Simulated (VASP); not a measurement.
# Se (P3_121) in VASP: further runs

The runs below take Se through single point, with HSE06.

All numbers are computed with VASP 6.6.1; they aren't measurements. Logs are shortened: lines on timing, memory, paths and dates and some standing lists are left out, and cuts for length are marked.

### 1 Starting point

It takes space group P3_121 (No. 152, trigonal). Conventional cell: a = 4.366 Å, b = 4.366 Å, c = 4.954 Å, α = 90.00°, β = 90.00°, γ = 120.00°. Around Se (site symmetry 2) lie 2 Se at 2.37 Å.

### 2 Single point, HSE06

File POSCAR:

```
Se
1.0
    4.3662000000      0.0000000000      0.0000000000
   -2.1831000000      3.7812401180      0.0000000000
    0.0000000000      0.0000000000      4.9536000000
Se
3
Direct
    0.7746000000      0.7746000000      0.0000000000
    0.0000000000      0.2254000000      0.6666666667
    0.2254000000      0.0000000000      0.3333333333
```

File INCAR.step1:

```
PREC = Accurate
ENCUT = 400
EDIFF = 1E-5
ISMEAR = 0
SIGMA = 0.01
LREAL = F
LASPH = T
NELM = 100
ALGO = Normal
ISIF = 2
LWAVE = T
LCHARG = F
NKRED = 1
NBANDS = 17
GGA = PE
```

File INCAR.step2:

```
PREC = Accurate
ENCUT = 400
EDIFF = 1E-6
ISMEAR = 0
SIGMA = 0.01
LREAL = F
LASPH = T
NELM = 100
ALGO = Normal
ISIF = 2
LWAVE = F
LCHARG = F
GGA = PE
LHFCALC = T
HFSCREEN = 0.2
PRECFOCK = Fast
NKRED = 1
NBANDS = 17
ISTART = 1
```

File KPOINTS:

```
regular mesh
0
Gamma
  3 3 3
```

Potentials or basis: VASP PAW PBE potentials, release 64 (Se).

Started as:

```
$ cat potpaw_PBE.64/Se/POTCAR > POTCAR
$ cp INCAR.step1 INCAR
$ mpirun -np 1 vasp_std > vasp.out
$ cp INCAR.step2 INCAR
$ mpirun -np 1 vasp_std > vasp.out
```

OUTCAR:

```text
PREC = Accurate
   ENCUT = 400
   EDIFF = 1E-6
   ISMEAR = 0
   LREAL = F
   LASPH = T
   NELM = 100
   ISIF = 2
   GGA = PE
   LHFCALC = T
   HFSCREEN = 0.2
   PRECFOCK = Fast
   NKRED = 1
   ISTART = 1

 Found      7 irreducible k-points:

 Following reciprocal coordinates:
            Coordinates               Weight
  0.000000  0.000000  0.000000      1.000000
  0.333333  0.000000  0.000000      6.000000
  0.333333  0.333333  0.000000      2.000000
  0.000000  0.000000  0.333333      2.000000
  0.333333  0.000000  0.333333      6.000000
  0.000000  0.333333  0.333333      6.000000
   k-points           NKPTS =      7   k-points in BZ     NKDIM =     27   number of bands    NBANDS=     17
   number of dos      NEDOS =    301   number of ions     NIONS =      3
   total plane-waves  NPLWV =  25088
   dimension x,y,z NGX =    28 NGY =   28 NGZ =   32
   dimension x,y,z NGXF=    56 NGYF=   56 NGZF=   64
   ions per type =               3
   NGX,Y,Z   is equivalent  to a cutoff of  10.66, 10.66, 10.74 a.u.
   NGXF,Y,Z  is equivalent  to a cutoff of  21.32, 21.32, 21.48 a.u.
 SYSTEM =  unknown system
   PREC   = accura    normal or accurate (medium, high low for compatibility)
   ISTART =      1    job   : 0-new  1-cont  2-samecut
   ICHARG =      0    charge: 1-file 2-atom 10-const
   ISPIN  =      1    spin polarized calculation?
   LNONCOLLINEAR =      F non collinear calculations
   LSORBIT =      F    spin-orbit coupling
   LASPH  =      T    aspherical Exc in radial PAW
   ENCUT  =  400.0 eV  29.40 Ry    5.42 a.u.   7.12  7.12  8.08*2*pi/ulx,y,z
   NELM   =    100;   NELMIN=  2; NELMDL=  0     # of ELM steps
   EDIFF  = 0.1E-05   stopping-criterion for ELM
   LREAL  =      F    real-space projection
   EDIFFG = 0.1E-04   stopping-criterion for IOM
   NSW    =      0    number of steps for IOM
   IBRION =     -1    ionic relax: 0-MD 1-quasi-New 2-CG
   NFREE  =      0    steps in history (QN), initial steepest desc. (CG)
   ISIF   =      2    stress and relaxation
   ISYM   =      3    0-nonsym 1-usesym 2-fastsym
   POTIM  = 0.5000    time-step for ionic-motion
   TEBEG  =    0.0;   TEEND  =   0.0 temperature during run
   PSTRESS=    0.0 pullay stress
   NELECT =      18.0000    total number of electrons
   NUPDOWN=      -1.0000    fix difference up-down
   EMIN   =  10.00;   EMAX   =-10.00  energy-range for DOS
   EFERMI =   0.00;   METHOD = LEGACY
   ISMEAR =     0;   SIGMA  =   0.01  broadening in eV -4-tet -1-fermi 0-gaus
   EFERMI_NEDOS =   21; number of points for ismear=-14 and -15
   IALGO  =     38    algorithm
   IMIX   =      1    mixing-type and parameters
     AMIX     =   0.40;   BMIX     =  1.00
     AMIX_MAG =   1.60;   BMIX_MAG =  1.00
  volume/ion in A,a.u.               =      27.26       183.96
  Fermi-wavevector in a.u.,A,eV,Ry     =   0.988430  1.867862 13.292817  0.976995
  Thomas-Fermi vector in A             =   2.119956
   LORBIT       =      0    0 simple, 1 ext, 2 COOP (PROOUT), +10 PAW based schemes
   GGA     = PE    functional components
   LHFCALC =     T    Hartree Fock is set to
   PRECFOCK=fast      Normal, Fast or Accurate (Low or Medium for compatibility)
   ENCUT4O =  -1.0   cutoff for four orbital integrals eV
   NKREDX  =     1    reduce k-point grid by
   NKREDY  =     1    reduce k-point grid by
   NKREDZ  =     1    reduce k-point grid by
   AEXX    =    0.2500 exact exchange contribution
   HFSCREEN=    0.2000 screening length (either q_TF or 0.3 A-1)
   HFSCREENC=   0.2000 screening length for correlation (either q_TF or 0.3 A-1)
   ENCUTFOCK=  -1.0 apply spherical cutoff to Coloumb kernel
   IVDW    =     0    specifies the selected vdW correction
   LEPSILON=     F    determine dielectric tensor
   LRPA    =     F    only Hartree local field effects (RPA)
 non-spin polarized calculation
 Gauss-broadening in eV      SIGMA  =   0.01
  energy-cutoff  :      400.00
  volume of cell :       81.78
 maximum number of plane-waves:      1497
  NGX = 16; NGY = 16; NGZ = 18

 number of electron      18.0000000 magnetization

 Free energy of the ion-electron system (eV)
  ---------------------------------------------------
  ext. energy  EPLUGINS =         0.00000000
  ---------------------------------------------------
  free energy    TOTEN  =       -13.28419288 eV

  energy without entropy =      -13.28419288  energy(sigma->0) =      -13.28419288

 E-fermi :   2.0042     XC(G=0):  -7.3647

 val. band max:        1.8833423367   @ k =   0.0000   0.3333   0.3333
 cond. band min:       4.2382326739   @ k =   0.0000   0.0000   0.3333
 fundamental gap:      2.3548903372
 Fermi energy:         2.0042349876

 k-point     1 :       0.0000    0.0000    0.0000
  band No.  band energies     occupation
      1     -15.1862      2.00000
      2     -10.6049      2.00000
      3     -10.6049      2.00000
      4      -1.9096      2.00000
      5      -1.9096      2.00000
      6      -1.8785      2.00000
      7      -0.2129      2.00000
      8      -0.2129      2.00000
      9       1.5554      2.00000
     10       4.9221      0.00000
     11       4.9221      0.00000
     12       5.2106      0.00000
     13       9.2448      0.00000
     14       9.5212      0.00000
     15       9.5212      0.00000
     16      11.5421      0.00000
     17      11.8828      0.00000

 k-point     2 :       0.3333    0.0000    0.0000
  band No.  band energies     occupation
      1     -14.8021      2.00000
      2     -10.9922      2.00000
      3     -10.5652      2.00000
      4      -3.3191      2.00000
      5      -2.7081      2.00000
      6      -1.7719      2.00000
      7      -0.3939      2.00000
      8       0.2445      2.00000
      9       1.0550      2.00000
     10       4.9089      0.00000
     11       5.1881      0.00000
     12       6.4177      0.00000
     13       8.6162      0.00000
     14       9.7724      0.00000
     15      11.7192      0.00000
     16      12.7284      0.00000
     17      12.9565      0.00000

 k-point     3 :       0.3333    0.3333    0.0000
  band No.  band energies     occupation
      1     -14.5710      2.00000
      2     -10.9136      2.00000
      3     -10.9136      2.00000
      4      -3.2274      2.00000
      5      -3.2274      2.00000
      6      -0.9460      2.00000
      7      -0.9460      2.00000
      8      -0.7027      2.00000
      9       0.2976      2.00000
     10       6.0944      0.00000
     11       6.0944      0.00000
     12       6.8334      0.00000
     13       8.8982      0.00000
     14      10.8768      0.00000
     15      10.8768      0.00000
     16      13.0026      0.00000
     17      13.0026      0.00000

 k-point     4 :       0.0000    0.0000    0.3333
  band No.  band energies     occupation
      1     -14.6084      2.00000
      2     -12.9638      2.00000
      3      -8.4592      2.00000
      4      -2.8270      2.00000
      5      -1.6172      2.00000
      6      -1.5085      2.00000
      7       0.0417      2.00000
      8       0.5471      2.00000
      9       0.8475      2.00000
     10       4.2382      0.00000
     11       4.3405      0.00000
     12       4.4572      0.00000
     13       9.5392      0.00000
     14      10.1253      0.00000
     15      10.9984      0.00000
     16      11.2945      0.00000
     17      11.3914      0.00000

 k-point     5 :       0.3333    0.0000    0.3333
  band No.  band energies     occupation
      1     -14.2631      2.00000
      2     -12.7457      2.00000
      3      -9.2696      2.00000
      4      -3.5504      2.00000
      5      -2.8000      2.00000
      6      -1.8481      2.00000
      7       0.0517      2.00000
      8       0.1604      2.00000
      9       1.2218      2.00000
     10       4.9059      0.00000
     11       5.4774      0.00000
     12       6.3618      0.00000
     13       9.4102      0.00000
     14      10.6300      0.00000
     15      10.9001      0.00000
     16      11.6376      0.00000
     17      12.7513      0.00000

 k-point     6 :       0.0000    0.3333    0.3333
  band No.  band energies     occupation
      1     -14.2559      2.00000
      2     -12.7693      2.00000
      3      -9.2076      2.00000
      4      -3.7827      2.00000
      5      -2.8862      2.00000
      6      -1.8614      2.00000
      7       0.1467      2.00000
      8       0.4129      2.00000
      9       1.8833      2.00000
     10       4.3927      0.00000
     11       5.2640      0.00000
     12       5.6999      0.00000
     13       9.1231      0.00000
     14      10.7980      0.00000
     15      11.1850      0.00000
     16      12.0409      0.00000
     17      13.9151      0.00000

 [... further k-points ...]

------------------------ aborting loop because EDIFF is reached ----------------------------------------

  FORCE on cell =-STRESS in cart. coord.  units (eV):
  Direction    XX          YY          ZZ          XY          YZ          ZX
  --------------------------------------------------------------------------------------
  -------------------------------------------------------------------------------------
  Total        0.3798056      0.3798056      0.0864406      0.0000000     -0.0000000     -0.0000000
  in kB        7.4406880      7.4406880      1.6934388      0.0000000     -0.0000000     -0.0000000
  external PRESSURE =       5.5249382 kB  Pullay stress =       0.0000000 kB

 VOLUME and BASIS-vectors are now :
 -----------------------------------------------------------------------------
  energy-cutoff  :      400.00
  volume of cell :       81.78
      direct lattice vectors                 reciprocal lattice vectors
     4.366200000  0.000000000  0.000000000     0.229032110  0.132231751  0.000000000
    -2.183100000  3.781240118  0.000000000     0.000000000  0.264463501  0.000000000
     0.000000000  0.000000000  4.953600000     0.000000000  0.000000000  0.201873385

 POSITION                                       TOTAL-FORCE (eV/Angst)
 -----------------------------------------------------------------------------------
      1.69103      2.92895      0.00000         0.108248      0.187492      0.000000
     -0.49207      0.85229      3.30240         0.108248     -0.187492      0.000000
      0.98414      0.00000      1.65120        -0.216497      0.000000     -0.000000
 -----------------------------------------------------------------------------------
    total drift:                                0.000001      0.000002     -0.000000

  FREE ENERGIE OF THE ION-ELECTRON SYSTEM (eV)
  ---------------------------------------------------
  free  energy   TOTEN  =       -13.2841928763 eV

  energy  without entropy=      -13.2841928763  energy(sigma->0) =      -13.28419288
```

Wall time 35 s (1 thread of Intel Xeon 6975P-C (Granite Rapids), shared host); peak memory 0.25 GiB.

These settings aren't checked as converged: the numbers below hold their error.

What came out:

```yaml
Free_energy: -13.2842 eV
Pressure: 0.6 GPa
Largest_force: 0.216 eV/Å
Band_gap_on_the_k_mesh: 2.35 eV, indirect (least direct gap 2.51 eV)
```

Caveat: the k mesh is coarse (spacing up to 0.55 Å⁻¹), so the values aren't converged, least of all with exact exchange; the PAW data sets were made with another functional, which shifts forces and pressure a little; an odd mesh through Γ misses points on the zone boundary, where band edges often lie.

### 3 Single point, HSE06

POSCAR is that of step 2.

INCAR.step1 is that of step 2.

INCAR.step2: that of step 2 with these lines changed.

```diff
@@ -15,3 +15,3 @@
 HFSCREEN = 0.2
-PRECFOCK = Fast
+PRECFOCK = Low
 NKRED = 1
```

File KPOINTS:

```
regular mesh
0
Gamma
  4 4 3
```

Potentials or basis: VASP PAW PBE potentials, release 64 (Se).

Started as:

```
$ cat potpaw_PBE.64/Se/POTCAR > POTCAR
$ cp INCAR.step1 INCAR
$ mpirun -np 1 vasp_std > vasp.out
$ cp INCAR.step2 INCAR
$ mpirun -np 1 vasp_std > vasp.out
```

Wall time 55 s (1 thread of Intel Xeon 6975P-C (Granite Rapids), shared host); peak memory 0.25 GiB.

The run converged, but some of its settings lie outside the range that counts as converged, so its numbers aren't taken as properties of the crystal.

What came out:

| Item | Value |
| --- | --- |
| Free energy | -13.2918 eV |
| Pressure | 0.5 GPa |
| Largest force | 0.211 eV/Å |
| Band gap on the k mesh | 2.44 eV, indirect (least direct gap 2.82 eV) |

Caveat: the k mesh is coarse (spacing up to 0.42 Å⁻¹), so the values aren't converged, least of all with exact exchange; the PAW data sets were made with another functional, which shifts forces and pressure a little; an odd mesh through Γ misses points on the zone boundary, where band edges often lie.

### 4 Single point, HSE06

POSCAR is that of step 3.

INCAR.step1: that of step 3 with these lines changed.

```diff
@@ -1,3 +1,3 @@
 PREC = Accurate
-ENCUT = 400
+ENCUT = 460
 EDIFF = 1E-5
```

INCAR.step2: that of step 3 with these lines changed.

```diff
@@ -1,3 +1,3 @@
 PREC = Accurate
-ENCUT = 400
+ENCUT = 460
 EDIFF = 1E-6
@@ -15,3 +15,3 @@
 HFSCREEN = 0.2
-PRECFOCK = Low
+PRECFOCK = Fast
 NKRED = 1
```

KPOINTS is that of step 3.

Started as:

```
$ cat potpaw_PBE.64/Se/POTCAR > POTCAR
$ cp INCAR.step1 INCAR
$ mpirun -np 1 vasp_std > vasp.out
$ cp INCAR.step2 INCAR
$ mpirun -np 1 vasp_std > vasp.out
```

Wall time 1.9 min (1 thread of Intel Xeon 6975P-C (Granite Rapids), shared host); peak memory 0.28 GiB.

The run converged, but some of its settings lie outside the range that counts as converged, so its numbers aren't taken as properties of the crystal.

What came out:

```
Free energy            : -13.2920 eV
Pressure               : 0.5 GPa
Largest force          : 0.212 eV/Å
Band gap on the k mesh : 2.44 eV, indirect (least direct gap 2.82 eV)
```

Caveat: the k mesh is coarse (spacing up to 0.42 Å⁻¹), so the values aren't converged, least of all with exact exchange; the PAW data sets were made with another functional, which shifts forces and pressure a little; an odd mesh through Γ misses points on the zone boundary, where band edges often lie.

### 5 Single point, HSE06

POSCAR is that of step 4.

INCAR.step1: that of step 4 with these lines changed.

```diff
@@ -1,3 +1,3 @@
 PREC = Accurate
-ENCUT = 460
+ENCUT = 520
 EDIFF = 1E-5
```

INCAR.step2: that of step 4 with these lines changed.

```diff
@@ -1,3 +1,3 @@
 PREC = Accurate
-ENCUT = 460
+ENCUT = 520
 EDIFF = 1E-6
```

File KPOINTS:

```
regular mesh
0
Gamma
  4 4 4
```

Potentials or basis: VASP PAW PBE potentials, release 64 (Se).

Started as:

```
$ cat potpaw_PBE.64/Se/POTCAR > POTCAR
$ cp INCAR.step1 INCAR
$ mpirun -np 1 vasp_std > vasp.out
$ cp INCAR.step2 INCAR
$ mpirun -np 1 vasp_std > vasp.out
```

OUTCAR:

```text
PREC = Accurate
   ENCUT = 520
   EDIFF = 1E-6
   ISMEAR = 0
   LREAL = F
   LASPH = T
   NELM = 100
   ISIF = 2
   GGA = PE
   LHFCALC = T
   HFSCREEN = 0.2
   PRECFOCK = Fast
   NKRED = 1
   ISTART = 1

 Found     13 irreducible k-points:

 Following reciprocal coordinates:
            Coordinates               Weight
  0.000000  0.000000  0.000000      1.000000
[... 207 lines left out ...]
 [... further k-points ...]

------------------------ aborting loop because EDIFF is reached ----------------------------------------

  FORCE on cell =-STRESS in cart. coord.  units (eV):
  Direction    XX          YY          ZZ          XY          YZ          ZX
  --------------------------------------------------------------------------------------
  -------------------------------------------------------------------------------------
  Total        0.3702751      0.3702751      0.0936445      0.0000000      0.0000000      0.0000000
  in kB        7.2539781      7.2539781      1.8345691      0.0000000      0.0000000      0.0000000
  external PRESSURE =       5.4475085 kB  Pullay stress =       0.0000000 kB

 VOLUME and BASIS-vectors are now :
 -----------------------------------------------------------------------------
  energy-cutoff  :      520.00
  volume of cell :       81.78
      direct lattice vectors                 reciprocal lattice vectors
     4.366200000  0.000000000  0.000000000     0.229032110  0.132231751  0.000000000
    -2.183100000  3.781240118  0.000000000     0.000000000  0.264463501  0.000000000
     0.000000000  0.000000000  4.953600000     0.000000000  0.000000000  0.201873385

 POSITION                                       TOTAL-FORCE (eV/Angst)
 -----------------------------------------------------------------------------------
      1.69103      2.92895      0.00000         0.094598      0.163848      0.000000
     -0.49207      0.85229      3.30240         0.094598     -0.163848      0.000000
      0.98414      0.00000      1.65120        -0.189195     -0.000000      0.000000
 -----------------------------------------------------------------------------------
    total drift:                                0.000001      0.000000      0.000001

  FREE ENERGIE OF THE ION-ELECTRON SYSTEM (eV)
  ---------------------------------------------------
  free  energy   TOTEN  =       -13.2893016304 eV

  energy  without entropy=      -13.2893016304  energy(sigma->0) =      -13.28930163
```

OUTCAR.step1:

```text
PREC = Accurate
   ENCUT = 520
   EDIFF = 1E-5
   ISMEAR = 0
   LREAL = F
[... 233 lines left out ...]
      1.69103      2.92895      0.00000        -0.216562     -0.375096     -0.000000
     -0.49207      0.85229      3.30240        -0.216562      0.375096      0.000000
      0.98414      0.00000      1.65120         0.433123     -0.000000     -0.000000
 -----------------------------------------------------------------------------------
    total drift:                                0.000000      0.000000      0.000000

  FREE ENERGIE OF THE ION-ELECTRON SYSTEM (eV)
  ---------------------------------------------------
  free  energy   TOTEN  =       -10.4701298316 eV

  energy  without entropy=      -10.4701298316  energy(sigma->0) =      -10.47012983
```

Wall time 3.5 min (1 thread of Intel Xeon 6975P-C (Granite Rapids), shared host); peak memory 0.3 GiB.

These settings aren't checked as converged: the numbers below hold their error.

What came out:

- Free energy: -13.2893 eV
- Pressure: 0.5 GPa
- Largest force: 0.189 eV/Å
- Band gap on the k mesh: 1.96 eV, indirect (least direct gap 2.41 eV)

Caveat: the PAW data sets were made with another functional, which shifts forces and pressure a little.
